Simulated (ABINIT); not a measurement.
Pt:

```
Pt
1.0
     0.00000    1.96090    1.96090
     1.96090    0.00000    1.96090
     1.96090    1.96090    0.00000
Pt
1
Direct
  0.00000 0.00000 0.00000
```

Base run:

| Quantity | Value |
| --- | --- |
| Program | ABINIT 10.8.3 (patched build) |
| Functional | PBEsol |
| Potentials or basis | JTH PAW PBE v2.0 |
| Cutoff | 435 eV |
| k mesh | 12 × 12 × 12 |
| Occupations | fermi-dirac, width 0.05 eV |
| Spin | no spin polarisation |

Its results: band gap on the k mesh none (metal or under the smearing width); pressure 1.0 GPa.

After a change of settings the same cell gave: band gap on the k mesh none (metal or under the smearing width); pressure 13.4 GPa. Which change was it?
A. functional from PBEsol to r2SCAN; cutoff from 435 eV to 517 eV; fine-grid cutoff from 870.764 eV to 1034.03 eV
B. functional from PBEsol to HCTH407
C. k mesh from 12 × 12 × 12 to 7 × 7 × 7
D. functional from PBEsol to BP86

D.

Caveats: the PAW data sets were made with another functional, which shifts forces and pressure a little; spin-orbit coupling is left out, which moves the levels of the heavy elements.

Runs at the PBE level aren't shown here.
